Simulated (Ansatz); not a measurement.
From input file to script: NbC, space group Fm-3m in Ansatz 0.2.0.

```yaml
crystal:
  lattice:
    - [0.0, 2.23455, 2.23455]
    - [2.23455, 0.0, 2.23455]
    - [2.23455, 2.23455, 0.0]
  atoms:
    - { symbol: Nb, position: [0.0, 0.0, 0.0] }
    - { symbol: C, position: [0.5, 0.5, 0.5] }
basis:
  ecutwfc: 380.0
kpoints:
  mp_grid: { grid: [7, 7, 7], shift: [0.0, 0.0, 0.0] }
  band_path:
    path:
      - [0.375, 0.375, 0.75]
      - [0.0, 0.0, 0.0]
      - [0.5, 0.5, 0.5]
      - [0.5, 0.25, 0.75]
      - [0.5, 0.0, 0.5]
    npoints: 10
hamiltonian:
  xc: pbesol
scf:
  n_extra_bands: 10
  mixing: { algorithm: msr1, beta: 0.5 }
  occupations: { method: fermi_dirac }
output:
  write_density: true
  forces: true
```

The program run on that file:
```console
$ ansatz run input.yaml --threads 1 --pin off --max-ram 3072MiB --backend cpu --events-out ev --progress --plain --runs-dir out
Warning: basis.ecutwfc = 380 eV is below the records' recommended 420 eV, and the density's cutoff is lower with it unless basis.ecutrho_ratio is high enough to keep the records' density cutoff: compare with a run at a higher cutoff
scf.n_extra_bands = 10 over 9 filled bands (N_el = 17.0): the run solves 19 bands
Engine: ansatz 0.2.0, x86_64-unknown-linux-gnu
Pseudopotentials: kind: paw
Pseudopotential: Nb, paw, valence charge 13, recommended cutoff 420 eV (normal), Nb.paw.azcp
Pseudopotential: C, paw, valence charge 4, recommended cutoff 420 eV (normal), C.paw.azcp
Functional definition: PBEsol
  exchange = pbesol_x
  correlation = pbesol_c
Crystal: 2 atoms, lattice volume = 22.315 Å³
Basis set: ecut = 380 eV, 339 PW (Γ), exchange–correlation on 48×48×48 points (8 copies of the dense FFT grid, shifted against one another)
Bands: 19, of which v1, the nominal top of the filled ones, is band 9 counted from 1 (8 counted from 0)
Symmetry: 48 space group operations
Space group: Fm-3m (ITA 225), of the structure as read, at distance tolerance 2.8e-5 Å
k-points: 20 of 343
Non-local potential: Nb, projectors of the file, l = 0: 3, l = 1: 2, l = 2: 2, l = 3: 1
Non-local potential: C, projectors of the file, l = 0: 2, l = 1: 2, l = 2: 1
PAW form: soft (Blöchl's): semilocal exchange-correlation on the pseudo side does not see the compensation charge
PAW frozen core: Nb, regenerated for the run's functional, and the local potential with it (the file was generated under x = pbe(κ = 0.804, μ = 0.2195149727645171), c = pbe(β = 0.06672455060314922))
PAW frozen core: C, regenerated for the run's functional, and the local potential with it (the file was generated under x = pbe(κ = 0.804, μ = 0.2195149727645171), c = pbe(β = 0.06672455060314922))
PAW one-centre angular grid: Nb, 590 points (default); XC on 64 Gauss nodes
PAW one-centre angular grid: C, 110 points (default); XC on 64 Gauss nodes
Initial density: superposition of atomic densities (neutral atoms: chi_scale 0, normalization atom), corrected by the library's trained network
Initial wavefunctions: pseudopotential atomic-orbital guess
Functional: x = pbesol(κ = 0.804, μ = 0.12345679012345678), c = pbesol(β = 0.046)
SCF iter   1: F=—  HF=-4743.383620 eV  |F-HF|=—  |Δ(HF+E_count)|=         —  Δρ=4.78e-3  dr2=3.87e-3  ethr=1.77e-3  ⟨swp⟩=5.0  Hψ=1828  notcnv=0  defer=12
preconditioner: auto → none  [metal: Δε(μ)=0.262 eV  Ē_g=16.307 eV  σ=0.100 eV  W_gap=0.48  n_scr=8 (ndim 8)  ℏωp=23.6 eV  f_vac=0.000  D(μ)=0.74/eV (n_scr^D=8)  sad-step TF]
SCF iter   2: F=—  HF=-4743.382592 eV  |F-HF|=—  |Δ(HF+E_count)|=   1.03e-3  Δρ=2.35e-3  dr2=8.19e-4  ethr=2.28e-5  ⟨swp⟩=1.4  Hψ=570  notcnv=0  defer=17
SCF iter   3: F=—  HF=-4743.382467 eV  |F-HF|=—  |Δ(HF+E_count)|=   1.25e-4  Δρ=1.39e-3  dr2=5.86e-4  ethr=4.82e-6  ⟨swp⟩=2.6  Hψ=500  notcnv=0  defer=17
SCF iter   4: F=—  HF=-4743.382334 eV  |F-HF|=—  |Δ(HF+E_count)|=   1.33e-4  Δρ=1.97e-4  dr2=3.93e-6  ethr=3.45e-6  ⟨swp⟩=1.4  Hψ=363  notcnv=0  defer=17
SCF iter   5: F=—  HF=-4743.382338 eV  |F-HF|=—  |Δ(HF+E_count)|=   4.20e-6  Δρ=3.85e-5  dr2=1.85e-7  ethr=2.31e-8  ⟨swp⟩=2.2  Hψ=425  notcnv=0  defer=17
SCF iter   6: F=-4743.382338 eV  HF=-4743.382338 eV  |F-HF|=1.07e-9  |Δ(HF+E_count)|=   1.57e-9  Δρ=5.65e-6  dr2=3.42e-9  ethr=5.88e-10  ⟨swp⟩=7.8  Hψ=1586  notcnv=0
SCF 1 converged in 6 iterations: F = -4743.382338 eV  dr2 = 3.42e-9
  greatest PAW one-centre occupation: 0.998 electrons in one spin orbital (limit 2), on the Nb atom at site 0 (counted from 0), in its partial waves of l = 0
NSCF: frozen V_eff on 41 k-points
SCF converged after 6 iterations
Free energy (F): -4743.382338 eV
Harris-Foulkes:  -4743.382338 eV  (|F-HF|=1.07e-9)
Internal energy: -4743.358806 eV  (E = F + TS)
E sigma→0 (E₀):  -4743.370572 eV
Entropy (-TS):   -0.023532 eV (-11.766 meV/atom)
Fermi energy:    18.747372 eV
--- Per-component energies (eV) ---
  E_band       = -34.115156
  E_kinetic    = 484.148446
  E_local      = -701.193884  (includes V_loc(G=0)·N_el)
  E_nonlocal   = 145.371960
  E_hartree    = 212.547067
  E_xc         = -223.647547
  E_vxc        = -273.781600  (∫ρ·V_xc dr)
  E_paw        = -3111.745022  (= ΣΔE_a)
  E_vpaw       = -113.753265  (= ΣTr[D̂ρ^β])
  E_aug_tail   = 0.000023  (compensation charges beyond the density's cutoff)
  E_ewald      = -1549.049658
  E_core_change = 0.209809  (= ΣΔE_core)
  E_smearing   = -0.023532  (= −TS)
  E_closure    = -0.000000  (closes the sum)
  Σ components = -4743.382338   (vs F -4743.382338, Δ=0.00e0)
--- Forces (eV/Å), atoms counted from 1 ---
  atom   1  Nb    -0.00000000     0.00000000     0.00000000
  atom   2  C      0.00000000    -0.00000000     0.00000000
  max |Σ_I F_I| component: 5.46e-30 eV/Å
--- Band table (eV; the first three rows and the last of 20) ---
  k-point 0: bands = ["-36.9443", "-12.6940", "-12.6940", "-12.6940", "5.2729", "17.3408", "17.3408", "17.3408", "18.4933", "18.4933", "18.4933", "19.0218", "19.0218", "26.3077", "28.5436", "40.9135", "40.9135", "40.9135", "44.6555"]
  k-point 1: bands = ["-36.9240", "-12.8638", "-12.7098", "-12.7098", "5.7798", "15.7291", "16.1627", "16.1627", "18.0346", "18.0346", "19.2106", "21.6673", "21.6673", "27.1354", "29.6931", "38.0699", "38.7854", "38.7854", "44.2874"]
  k-point 2: bands = ["-36.8781", "-13.2293", "-12.7451", "-12.7451", "7.0801", "13.4439", "14.5193", "14.5193", "19.2491", "19.2491", "20.1102", "24.7790", "24.7790", "27.5562", "31.6442", "34.7472", "34.7472", "37.1072", "43.1730"]
  k-point 19: bands = ["-36.8020", "-13.2490", "-13.2135", "-12.9490", "7.5218", "13.4966", "14.3369", "14.5945", "19.5349", "20.6027", "22.0226", "24.2075", "24.4559", "31.0287", "31.3441", "32.1632", "35.8276", "37.5136", "38.6847"]
```

The script, `bands_nbc.py`:
```python
"""Band structure of NbC."""

import argparse
import warnings

import ansatz
import matplotlib.pyplot as plt
import numpy as np
import pandas as pd
from pymatgen.core import Structure
from scipy.ndimage import map_coordinates

parser = argparse.ArgumentParser(description="Band structure of NbC.")
parser.add_argument("--filling", required=True, help="how the bands are filled")
parser.add_argument("--cutoff-ev", type=float, default=380.0, help="plane-wave cutoff (eV)")
parser.add_argument("--beta", type=float, required=True, help="density mixing step")
parser.add_argument("--functional", required=True, help="exchange-correlation functional")
parser.add_argument("--extra-bands", type=int, default=10, help="empty bands")
args = parser.parse_args()


def main() -> None:
    warnings.simplefilter("ignore", ansatz.DeckWarning)

    vectors = np.array([
        [0.0, 2.23455, 2.23455],
        [2.23455, 0.0, 2.23455],
        [2.23455, 2.23455, 0.0],
    ])
    system = (
        ansatz.Lattice.of(vectors)
        .atom("Nb", (0.0, 0.0, 0.0))
        .atom("C", (0.5, 0.5, 0.5))
    )

    # high-symmetry points in fractions of the reciprocal vectors
    path = [
        ("K", (0.375, 0.375, 0.75)),
        ("G", (0.0, 0.0, 0.0)),
        ("L", (0.5, 0.5, 0.5)),
        ("W", (0.5, 0.25, 0.75)),
        ("X", (0.5, 0.0, 0.5)),
    ]
    base = (
        system.calculation()
        .occupations(args.filling)
        .basis(args.cutoff_ev)
        .mixing("msr1", beta=args.beta)
        .functional(args.functional)
        .kpoints(7, center="monkhorst-pack")
        .band_structure([point for _, point in path], intervals=10)
        .scf(extra_bands=args.extra_bands)
        .forces()
        .density()
    )
    res = base.run()
    data = res.report

    energy = data["free_energy_ev"]
    print("F of the NbC cell: {:.6f} eV = {:.6f} Ry = {:.6f} Ha".format(energy, energy / 13.605693, energy / 27.211386))
    print("Fermi level {:.4f} eV, {} k-points, {} symmetry operations".format(data["fermi_energy_ev"], data["n_kpoints"], data["n_symmetry_ops"]))

    # forces in eV per angstrom
    table = pd.DataFrame(data["forces_ev_ang"], columns=["fx", "fy", "fz"])
    table.insert(0, "atom", [site["symbol"] for site in data["lattice"]["sites"]])
    print(table.round(4).to_string())

    final = Structure(res.lattice.cell_ang, [s.symbol for s in res.lattice.sites], [s.position_frac for s in res.lattice.sites])
    # smooth valence density along the shortest bond of atom 0
    rho = res.density()
    total = sum(channel.density_e_per_ang3 for channel in rho.channels[:2])
    grid_cell = np.asarray(rho.fft_grid_basis) @ res.lattice.cell_ang
    partner = min(final.get_neighbors(final[0], 5.0), key=lambda n: n.nn_distance)
    line = np.linspace(final[0].coords, partner.coords, 11)
    points = (line @ np.linalg.inv(grid_cell)) * rho.dims
    values = map_coordinates(total, points.T, order=3, mode="grid-wrap")
    print(f"from {final[0].specie} to {partner.specie}, {partner.nn_distance:.3f} A")
    for t, value in zip(np.linspace(0, partner.nn_distance, 11), values):
        print(f"{t:7.3f} A  {value:9.4f} e/A^3")

    bands = res.band_structure()
    fermi = bands.fermi_energy_ev
    print(f"zero of the bands: {fermi:.3f} eV, the Fermi level found on the SCF mesh")
    reciprocal = 2 * np.pi * np.linalg.inv(res.lattice.cell_ang).T
    steps = np.linalg.norm(np.diff(bands.kpoints_frac @ reciprocal, axis=0), axis=1)
    distance = np.concatenate([[0], np.cumsum(steps)])
    fig, ax = plt.subplots(figsize=(5, 4))
    for channel, colour in zip(bands.channels, ("C0", "C3")):
        ax.plot(distance, channel.eigenvalues_ev - fermi, colour, lw=1)
    ax.set_xticks(distance[::10], [label for label, _ in path])
    ax.set(ylim=(-4, 4), ylabel="E - E_F (eV)", xlim=(0, distance[-1]))
    ax.grid(axis="x")
    fig.savefig("bands.png", dpi=100)
    first = bands.channels[0].eigenvalues_ev - fermi
    near = np.argsort(np.abs(first.mean(axis=0)))[:4]
    for band in sorted(near):
        print(f"band {band + 1}: {first[:, band].min():.3f} to {first[:, band].max():.3f} eV")


if __name__ == "__main__":
    main()
```

```console
$ python bands_nbc.py --filling fermi_dirac --beta 0.5 --functional PBEsol
F of the NbC cell: -4743.382338 eV = -348.632175 Ry = -174.316087 Ha
Fermi level 18.7474 eV, 20 k-points, 48 symmetry operations
  atom   fx   fy   fz
0   Nb -0.0  0.0  0.0
1    C  0.0 -0.0  0.0
from Nb to C, 2.235 A
  0.000 A     4.2067 e/A^3
  0.223 A     4.9753 e/A^3
  0.447 A     4.8210 e/A^3
  0.670 A     2.7210 e/A^3
  0.894 A     1.0527 e/A^3
  1.117 A     0.5640 e/A^3
  1.341 A     0.6406 e/A^3
  1.564 A     1.0147 e/A^3
  1.788 A     1.5179 e/A^3
  2.011 A     1.7267 e/A^3
  2.235 A     1.6590 e/A^3
zero of the bands: 18.747 eV, the Fermi level found on the SCF mesh
band 8: -5.194 to -1.353 eV
band 9: -1.354 to 2.070 eV
band 10: -0.899 to 2.996 eV
band 11: -0.254 to 3.512 eV
```

What to keep in mind:
- The settings weren't tested for convergence.
- The cutoff lies under the one recommended for these potentials.
- The mesh is modest for a metal, so energies can be off by several to tens of meV an atom and pressures by half a GPa or more; differences at equal mesh fare better.
- Only differences from the Fermi energy are physical; the zero of the scale is a convention.
- Densities and potentials on the grid are those of the valence electrons, and inside the cores they hang on the potentials used.
- The structure is a deposited one; some such entries were measured under pressure or heat, so a shift against it needn't be the functional's error alone.
- Levels are Kohn-Sham eigenvalues on this mesh, without spin-orbit coupling.
- The script silences the warnings on its input, which a real study should read.
- It ran for 3 s on 1 thread of Intel(R) Xeon(R) Processor @ 2.30GHz (shared host), peak memory 0.55 GiB.

(Lines on the test bed's own set-up are left out of the output.)
